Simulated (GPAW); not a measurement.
Runs of GPAW 26.7.0 on Cl. The structure is orthorhombic, space group Cmce (No. 64). Conventional cell: a = 6.290 Å, b = 4.500 Å, c = 8.210 Å, α = 90.00°, β = 90.00°, γ = 90.00°. Cl (site symmetry m) has 1 Cl at 2.02 Å as nearest neighbours. 

```csv
task,level,potentials or basis,k mesh,cutoff (eV),smearing,response ecut,maxiter,response k mesh,response bands,kernels,gap on the mesh (eV),pressure (GPa),largest force (eV/Å)
dielectric tensor,LDA,"the program's PAW data sets (release 1.2.1) made for this functional, pw",6 × 6 × 3,500,fermi-dirac 0.001 eV,80 eV,150,8 × 8 × 4,54,["RPA"],2.33,-,-
band structure,AM05,"PAW data sets generated in the run's folder for this functional, pw",5 × 5 × 3,600,fermi-dirac 0.05 eV,-,150,-,-,-,2.46,-0.1,0.23
band structure,revPBE,"the program's PAW data sets (release 1.2.1) made for this functional, pw",5 × 5 × 3,600,fermi-dirac 0.05 eV,-,150,-,-,-,2.56,2.0,(b)
dielectric tensor,AM05,"PAW data sets generated in the run's folder for this functional, pw",6 × 6 × 3,500,fermi-dirac 0.001 eV,80 eV,150,8 × 8 × 4,54,["RPA"],2.45,-,-
dielectric tensor,RPBE,"the program's PAW data sets (release 1.2.1) made for this functional, pw",6 × 6 × 3,500,fermi-dirac 0.001 eV,80 eV,150,8 × 8 × 4,54,["RPA"],(a),-,-
band structure,vdW-DF-cx,"GPAW PAW data sets (gpaw-data 1.2.1), pw",5 × 5 × 3,600,fermi-dirac 0.05 eV,-,150,-,-,-,2.50,-,0.21
single point,LDA,"the program's PAW data sets (release 1.2.1) made for this functional, pw",6 × 6 × 3,450,fermi-dirac 0.05 eV,-,120,-,-,-,2.33,(d),(c)
```

Alike in all rows: no spin polarisation; cell as given.

Task: Fill in the values left out.

Result: (a) 2.57; (b) 0.13; (c) 0.14; (d) -2.6.

Caveats: the long-wavelength limit can be off by a per cent or two (some runs); the PAW data sets were made with another functional, which shifts forces and pressure a little (some runs); the cutoff is short for stress and forces, so pressures can be off by a GPa or more (some runs); an odd mesh through Γ misses points on the zone boundary, where band edges often lie (some runs).

Runs at the PBE level aren't shown here.
